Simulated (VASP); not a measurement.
# Zn2Ga2O3 (P-3m1) in VASP: band structure with PBE

Aim: the band structure of Zn2Ga2O3 with PBE.

Program: VASP 6.6.1. These are calculated values, not measurements. Logs are shortened: lines on timing, memory, paths and dates and some standing lists are left out, and cuts for length are marked.

## (1) The crystal as given

Symmetry: P-3m1, No. 164, trigonal system. Conventional cell: a = 2.980 Å, b = 2.980 Å, c = 13.776 Å, α = 90.00°, β = 90.00°, γ = 120.00°. Zn (site symmetry 3m) is surrounded by 9 Zn at 2.89 to 2.98 Å. Ga (site symmetry 3m) is surrounded by 3 O at 1.89 Å. O (site symmetry 3m) is surrounded by 3 Ga at 1.89 Å. O (site symmetry -3m) has 6 Ga at 2.23 Å as nearest neighbours.

The cell was built by a generator and needn't be a form met in nature.

## (2) Band structure, PBE

Contents of POSCAR:

```
Zn2Ga2O3
1.0
    2.9800520000      0.0000000000      0.0000000000
   -1.4900260000      2.5808000000      0.0000000000
    0.0000000000      0.0000000000     13.7759400000
Zn Ga O
2 2 3
Direct
    0.3333330000      0.6666670000      0.4157070000
    0.6666670000      0.3333330000      0.5842930000
    0.3333330000      0.6666670000      0.1034280000
    0.6666670000      0.3333330000      0.8965720000
    0.6666670000      0.3333330000      0.1603190000
    0.3333330000      0.6666670000      0.8396810000
    0.0000000000      0.0000000000      0.0000000000
```

Contents of INCAR.step1:

```
PREC     = Accurate       # precision mode
ENCUT    = 520            # plane-wave cutoff, eV
EDIFF    = 1E-6           # SCF threshold, eV
ISMEAR   = 0              # smearing method
SIGMA    = 0.1            # smearing width, eV
LREAL    = False          # projectors in reciprocal space
LASPH    = True           # aspherical terms in the spheres
NELM     = 80             # most SCF steps
ALGO     = Normal         # electronic algorithm
ISIF     = 2              # what is computed and relaxed
LWAVE    = False          # write WAVECAR
LCHARG   = True           # write CHGCAR
GGA      = PE             # functional
```

Contents of KPOINTS.step1:

```
regular mesh
0
Gamma
  12 12 2
```

Contents of INCAR.step2:

```
PREC     = Accurate       # precision mode
ENCUT    = 520            # plane-wave cutoff, eV
EDIFF    = 1E-6           # SCF threshold, eV
ISMEAR   = 0              # smearing method
SIGMA    = 0.05           # smearing width, eV
LREAL    = False          # projectors in reciprocal space
LASPH    = True           # aspherical terms in the spheres
NELM     = 80             # most SCF steps
ALGO     = Normal         # electronic algorithm
ISIF     = 2              # what is computed and relaxed
LWAVE    = False          # write WAVECAR
LCHARG   = False          # write CHGCAR
GGA      = PE             # functional
ICHARG   = 11             # starting density
```

Contents of KPOINTS.step2:

```
path GMKGALHA,LM,KH
20
line-mode
reciprocal
 0.0000000000  0.0000000000  0.0000000000  G
 0.5000000000  0.0000000000  0.0000000000  M

 0.5000000000  0.0000000000  0.0000000000  M
 0.3333333333  0.3333333333  0.0000000000  K

 0.3333333333  0.3333333333  0.0000000000  K
 0.0000000000  0.0000000000  0.0000000000  G

 0.0000000000  0.0000000000  0.0000000000  G
 0.0000000000  0.0000000000  0.5000000000  A

 0.0000000000  0.0000000000  0.5000000000  A
 0.5000000000  0.0000000000  0.5000000000  L

 0.5000000000  0.0000000000  0.5000000000  L
 0.3333333333  0.3333333333  0.5000000000  H

 0.3333333333  0.3333333333  0.5000000000  H
 0.0000000000  0.0000000000  0.5000000000  A

 0.5000000000  0.0000000000  0.5000000000  L
 0.5000000000  0.0000000000  0.0000000000  M

 0.3333333333  0.3333333333  0.0000000000  K
 0.3333333333  0.3333333333  0.5000000000  H
```

Potentials or basis: VASP PAW PBE potentials, release 64 (Zn, Ga_d, O).

On the command line:

```
$ cat potpaw_PBE.64/Zn/POTCAR potpaw_PBE.64/Ga_d/POTCAR potpaw_PBE.64/O/POTCAR > POTCAR
$ cp INCAR.step1 INCAR
$ cp KPOINTS.step1 KPOINTS
$ mpirun -np 1 vasp_std > vasp.out
$ cp INCAR.step2 INCAR
$ cp KPOINTS.step2 KPOINTS
$ mpirun -np 1 vasp_std > vasp.out
```

OUTCAR:

```text
PREC = Accurate
   ENCUT = 520
   EDIFF = 1E-6
   ISMEAR = 0
   LREAL = False
   LASPH = True
   NELM = 80
   ISIF = 2
   GGA = PE
   ICHARG = 11

 ion  position               nearest neighbor table
   1  0.333  0.667  0.416-   2 2.89   2 2.89   2 2.89
   2  0.667  0.333  0.584-   1 2.89   1 2.89   1 2.89
   3  0.333  0.667  0.103-   5 1.89   5 1.89   5 1.89   7 2.23   7 2.23   7 2.23
   4  0.667  0.333  0.897-   6 1.89   6 1.89   6 1.89   7 2.23   7 2.23   7 2.23
   5  0.667  0.333  0.160-   3 1.89   3 1.89   3 1.89
   6  0.333  0.667  0.840-   4 1.89   4 1.89   4 1.89
   7  0.000  0.000  0.000-   3 2.23   4 2.23   3 2.23   4 2.23   4 2.23   3 2.23

  LATTYP: Found a hexagonal cell.
 ALAT       =     2.9800520000
 C/A-ratio  =     4.6227179928

  Lattice vectors:

 A1 = (   2.9800520000,   0.0000000000,   0.0000000000)
 A2 = (  -1.4900260000,   2.5808000000,   0.0000000000)
 A3 = (   0.0000000000,   0.0000000000,  13.7759400000)

Analysis of symmetry for initial positions (statically):
=====================================================================
 Subroutine PRICEL returns:
 Original cell was already a primitive cell.

 Routine SETGRP: Setting up the symmetry group for a
 hexagonal supercell.

 Subroutine GETGRP returns: Found 12 space group operations
 (whereof 12 operations were pure point group operations)
 out of a pool of 24 trial point group operations.

The static configuration has the point symmetry D_3d.

Analysis of symmetry for dynamics (positions and initial velocities):
=====================================================================
 Subroutine PRICEL returns:
 Original cell was already a primitive cell.

 Routine SETGRP: Setting up the symmetry group for a
 hexagonal supercell.

 Subroutine GETGRP returns: Found 12 space group operations
 (whereof 12 operations were pure point group operations)
 out of a pool of 24 trial point group operations.

The dynamic configuration has the point symmetry D_3d.

 Subroutine INISYM returns: Found 12 space group operations
 (whereof 12 operations are pure point group operations),
 and found     1 'primitive' translations

----------------------------------------------------------------------------------------

                                     Primitive cell

  volume of cell :     105.9496

  direct lattice vectors                    reciprocal lattice vectors
     2.980052000  0.000000000  0.000000000     0.335564614  0.193738376  0.000000000
    -1.490026000  2.580800000  0.000000000     0.000000000  0.387476751  0.000000000
     0.000000000  0.000000000 13.775940000     0.000000000  0.000000000  0.072590328

  length of vectors
     2.980052000  2.980051362 13.775940000     0.387476668  0.387476751  0.072590328

  position of ions in fractional coordinates (direct lattice)
     0.333333000  0.666667000  0.415707000
     0.666667000  0.333333000  0.584293000
     0.333333000  0.666667000  0.103428000
     0.666667000  0.333333000  0.896572000
     0.666667000  0.333333000  0.160319000
     0.333333000  0.666667000  0.839681000
     0.000000000  0.000000000  0.000000000

  ion indices of the primitive-cell ions
   primitive index   ion index
                 1           1
                 2           2
                 3           3
                 4           4
                 5           5
                 6           6
                 7           7

----------------------------------------------------------------------------------------

 KPOINTS: path GMKGALHA,LM,KH

Interpolating k-points between supplied coordinates.

 Line segments in fractional coordinates (reciprocal lattice):
    0.000000  0.000000  0.000000  ...  0.500000  0.000000  0.000000
    0.500000  0.000000  0.000000  ...  0.333333  0.333333  0.000000
    0.333333  0.333333  0.000000  ...  0.000000  0.000000  0.000000
    0.000000  0.000000  0.000000  ...  0.000000  0.000000  0.500000
    0.000000  0.000000  0.500000  ...  0.500000  0.000000  0.500000
    0.500000  0.000000  0.500000  ...  0.333333  0.333333  0.500000
    0.333333  0.333333  0.500000  ...  0.000000  0.000000  0.500000
    0.500000  0.000000  0.500000  ...  0.500000  0.000000  0.000000
    0.333333  0.333333  0.000000  ...  0.333333  0.333333  0.500000

 Generated    20 points on each line segment, for a total of    180 k-points:

 Following reciprocal coordinates:
            Coordinates               Weight
  0.000000  0.000000  0.000000      0.005556
  0.026316  0.000000  0.000000      0.005556
  0.052632  0.000000  0.000000      0.005556
  0.078947  0.000000  0.000000      0.005556
  0.105263  0.000000  0.000000      0.005556
  0.131579  0.000000  0.000000      0.005556
[... 16 lines left out ...]
  0.482456  0.035088  0.000000      0.005556
  0.473684  0.052632  0.000000      0.005556
 [... further k-points ...]
   k-points           NKPTS =    180   k-points in BZ     NKDIM =    180   number of bands    NBANDS=     40
   number of dos      NEDOS =    301   number of ions     NIONS =      7
   total plane-waves  NPLWV =  62208
   dimension x,y,z NGX =    24 NGY =   24 NGZ =  108
   dimension x,y,z NGXF=    48 NGYF=   48 NGZF=  216
   ions per type =               2   2   3
   NGX,Y,Z   is equivalent  to a cutoff of  13.39, 13.39, 13.03 a.u.
   NGXF,Y,Z  is equivalent  to a cutoff of  26.78, 26.78, 26.07 a.u.
 SYSTEM =  unknown system
   PREC   = accura    normal or accurate (medium, high low for compatibility)
   ISTART =      0    job   : 0-new  1-cont  2-samecut
   ICHARG =     11    charge: 1-file 2-atom 10-const
   ISPIN  =      1    spin polarized calculation?
   LNONCOLLINEAR =      F non collinear calculations
   LSORBIT =      F    spin-orbit coupling
   LASPH  =      T    aspherical Exc in radial PAW
   ENCUT  =  520.0 eV  38.22 Ry    6.18 a.u.   5.54  5.54 25.61*2*pi/ulx,y,z
   NELM   =     80;   NELMIN=  2; NELMDL=  0     # of ELM steps
   EDIFF  = 0.1E-05   stopping-criterion for ELM
   LREAL  =      F    real-space projection
   EDIFFG = 0.1E-04   stopping-criterion for IOM
   NSW    =      0    number of steps for IOM
   IBRION =     -1    ionic relax: 0-MD 1-quasi-New 2-CG
   NFREE  =      0    steps in history (QN), initial steepest desc. (CG)
   ISIF   =      2    stress and relaxation
   ISYM   =      2    0-nonsym 1-usesym 2-fastsym
   POTIM  = 0.5000    time-step for ionic-motion
   TEBEG  =    0.0;   TEEND  =   0.0 temperature during run
   PSTRESS=    0.0 pullay stress
   NELECT =      68.0000    total number of electrons
   NUPDOWN=      -1.0000    fix difference up-down
   EMIN   =  10.00;   EMAX   =-10.00  energy-range for DOS
   EFERMI =   0.00;   METHOD = LEGACY
   ISMEAR =     0;   SIGMA  =   0.05  broadening in eV -4-tet -1-fermi 0-gaus
   EFERMI_NEDOS =   21; number of points for ismear=-14 and -15
   IALGO  =     38    algorithm
   IMIX   =      4    mixing-type and parameters
     AMIX     =   0.40;   BMIX     =  1.00
     AMIX_MAG =   1.60;   BMIX_MAG =  1.00
  volume/ion in A,a.u.               =      15.14       102.14
  Fermi-wavevector in a.u.,A,eV,Ry     =   1.412141  2.668559 27.131943  1.994142
  Thomas-Fermi vector in A             =   2.533920
   LORBIT       =      0    0 simple, 1 ext, 2 COOP (PROOUT), +10 PAW based schemes
   GGA     = PE    functional components
   LHFCALC =     F    Hartree Fock is set to
   AEXX    =    0.0000 exact exchange contribution
   IVDW    =     0    specifies the selected vdW correction
   LEPSILON=     F    determine dielectric tensor
   LRPA    =     F    only Hartree local field effects (RPA)
 non-spin polarized calculation
 Gauss-broadening in eV      SIGMA  =   0.05
  energy-cutoff  :      520.00
  volume of cell :      105.95
 maximum number of plane-waves:      2908
 NGX is ok and might be reduce to    24

 number of electron      67.9999994 magnetization

 Free energy of the ion-electron system (eV)
  ---------------------------------------------------
  ext. energy  EPLUGINS =         0.00000000
  ---------------------------------------------------
  free energy    TOTEN  =       -28.88428755 eV

  energy without entropy =      -28.87682030  energy(sigma->0) =      -28.88055392

 E-fermi :   3.2838     XC(G=0): -10.0550

 val. band max:        3.2783845900   @ k =   0.1316   0.0000   0.0000
 cond. band min:       3.3011546734   @ k =   0.3509   0.2982   0.0000
 fundamental gap:      0.0227700834
 Fermi energy:         3.2837780803

 k-point     1 :       0.0000    0.0000    0.0000
  band No.  band energies     occupation
      1     -18.4960      2.00000
      2     -17.8291      2.00000
      3     -16.5961      2.00000
      4     -12.6810      2.00000
      5     -12.6810      2.00000
      6     -12.6380      2.00000
[... 32 lines left out ...]
     39       8.6739      0.00000
     40      11.3415      0.00000

 k-point     2 :       0.0263    0.0000    0.0000
  band No.  band energies     occupation
      1     -18.4881      2.00000
      2     -17.8243      2.00000
      3     -16.5967      2.00000
      4     -12.6792      2.00000
      5     -12.6783      2.00000
      6     -12.6388      2.00000
[... 32 lines left out ...]
     39       8.6810      0.00000
     40      11.2973      0.00000

 k-point     3 :       0.0526    0.0000    0.0000
  band No.  band energies     occupation
      1     -18.4645      2.00000
      2     -17.8097      2.00000
      3     -16.5985      2.00000
      4     -12.6739      2.00000
      5     -12.6702      2.00000
      6     -12.6406      2.00000
[... 32 lines left out ...]
     39       8.7009      0.00000
     40      11.1731      0.00000

 k-point     4 :       0.0789    0.0000    0.0000
  band No.  band energies     occupation
      1     -18.4256      2.00000
      2     -17.7858      2.00000
      3     -16.6014      2.00000
      4     -12.6652      2.00000
      5     -12.6576      2.00000
      6     -12.6427      2.00000
[... 32 lines left out ...]
     39       8.7289      0.00000
     40      10.9956      0.00000
[... 772 lines left out ...]
     39       7.8087      0.00000
     40       8.3647      0.00000

 k-point    23 :       0.4825    0.0351    0.0000
  band No.  band energies     occupation
      1     -17.1416      2.00000
      2     -17.1326      2.00000
      3     -16.6253      2.00000
      4     -12.5708      2.00000
      5     -12.5616      2.00000
      6     -12.5429      2.00000
[... 32 lines left out ...]
     39       7.8491      0.00000
     40       8.3743      0.00000

 k-point    24 :       0.4737    0.0526    0.0000
  band No.  band energies     occupation
      1     -17.1394      2.00000
      2     -17.1304      2.00000
      3     -16.6226      2.00000
      4     -12.5706      2.00000
      5     -12.5588      2.00000
      6     -12.5344      2.00000
[... 32 lines left out ...]
     39       7.9152      0.00000
     40       8.3902      0.00000

 [... further k-points ...]
[... 5 lines left out ...]
  --------------------------------------------------------------------------------------
  -------------------------------------------------------------------------------------
  Total        5.5309502      5.5309470      1.5397856      0.0000000      0.0000000      0.0000000
  in kB       83.6393971     83.6393494     23.2847409      0.0000000      0.0000000      0.0000000
  external PRESSURE =      63.5211625 kB  Pullay stress =       0.0000000 kB

 VOLUME and BASIS-vectors are now :
 -----------------------------------------------------------------------------
  energy-cutoff  :      520.00
  volume of cell :      105.95
      direct lattice vectors                 reciprocal lattice vectors
     2.980052000  0.000000000  0.000000000     0.335564614  0.193738376  0.000000000
    -1.490026000  2.580800000  0.000000000     0.000000000  0.387476751  0.000000000
     0.000000000  0.000000000 13.775940000     0.000000000  0.000000000  0.072590328

 POSITION                                       TOTAL-FORCE (eV/Angst)
 -----------------------------------------------------------------------------------
     -0.00000      1.72053      5.72675        -0.000000     -0.000000      0.871055
      1.49003      0.86027      8.04919        -0.000000      0.000000     -0.871055
     -0.00000      1.72053      1.42482        -0.000000      0.000000     -0.050862
      1.49003      0.86027     12.35112         0.000000     -0.000000      0.050862
      1.49003      0.86027      2.20854         0.000000      0.000000      0.082396
     -0.00000      1.72053     11.56740        -0.000000     -0.000000     -0.082396
      0.00000      0.00000      0.00000        -0.000000      0.000000      0.000000
 -----------------------------------------------------------------------------------
    total drift:                                0.000000      0.000000      0.000000

  FREE ENERGIE OF THE ION-ELECTRON SYSTEM (eV)
  ---------------------------------------------------
  free  energy   TOTEN  =       -28.8842875502 eV

  energy  without entropy=      -28.8768202992  energy(sigma->0) =      -28.88055392
```

Wall time 11 min (1 thread of Intel Xeon Platinum 8259CL at 2.50GHz (Skylake/Cascade Lake), shared host); peak memory 0.71 GiB.

Results:

```
Band gap along the path : none (metal or under the smearing width)
```

Levels at the corners of the path, in eV from the Fermi level:
| point | band 32 | band 33 | band 34 | band 35 | band 36 | band 37 |
| --- | --- | --- | --- | --- | --- | --- |
| Γ | -3.94 | -3.94 | -3.62 | -1.00 | 0.31 | 1.83 |
| M | -3.70 | -1.98 | -1.79 | 1.02 | 1.07 | 1.17 |
| M | -3.70 | -1.98 | -1.79 | 1.02 | 1.07 | 1.17 |
| K | -4.12 | -0.18 | -0.18 | 0.64 | 2.81 | 2.81 |
| K | -4.12 | -0.18 | -0.18 | 0.64 | 2.81 | 2.81 |
| Γ | -3.94 | -3.94 | -3.62 | -1.00 | 0.31 | 1.83 |
| Γ | -3.94 | -3.94 | -3.62 | -1.00 | 0.31 | 1.83 |
| A | -3.94 | -3.94 | -3.92 | -0.45 | -0.33 | 2.11 |
| A | -3.94 | -3.94 | -3.92 | -0.45 | -0.33 | 2.11 |
| L | -3.70 | -1.98 | -1.79 | 0.95 | 1.04 | 1.29 |
| L | -3.70 | -1.98 | -1.79 | 0.95 | 1.04 | 1.29 |
| H | -4.12 | -0.18 | -0.18 | 0.65 | 2.79 | 2.79 |
| H | -4.12 | -0.18 | -0.18 | 0.65 | 2.79 | 2.79 |
| A | -3.94 | -3.94 | -3.92 | -0.45 | -0.33 | 2.11 |
| L | -3.70 | -1.98 | -1.79 | 0.95 | 1.04 | 1.29 |
| M | -3.70 | -1.98 | -1.79 | 1.02 | 1.07 | 1.17 |
| K | -4.12 | -0.18 | -0.18 | 0.64 | 2.81 | 2.81 |
| H | -4.12 | -0.18 | -0.18 | 0.65 | 2.79 | 2.79 |

Caveat: the log is that of the step along the path at fixed density, whose energy, stress, charges and moments have no meaning.
